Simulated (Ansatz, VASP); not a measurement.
# BN (Qingsongite): VASP beside Ansatz

```
B N
1.0
     0.00000    1.80750    1.80750
     1.80750    0.00000    1.80750
     1.80750    1.80750    0.00000
B N
1 1
Direct
  0.00000 0.00000 0.00000
  0.25000 0.25000 0.25000
```

Alike in both runs: task relaxation of the atoms; functional PBE; k mesh 14 × 14 × 14; occupations fermi-dirac, width 0.02 eV; no spin polarisation.

|  | VASP | Ansatz |
| --- | --- | --- |
| version | VASP 6.6.1 | Ansatz 0.2.0 |
| potentials or method | VASP PAW PBE potentials, release 64 (B, N) | plane-wave PAW, scalar-relativistic |
| plane-wave cutoff (eV) | 520 | 420 |
| valence electrons in the cell | 8 | 8 |

|  | VASP | Ansatz | Ansatz less VASP |
| --- | --- | --- | --- |
| gap on the k mesh at the Fermi level, each at its own relaxed structure (eV) | 4.46 | 4.47 | +0.012 |

Ansatz warned: «stress_scf_threshold_loose».

Caveats: the relaxation stopped at its first step, so nothing moved. A k mesh can miss the band edges.
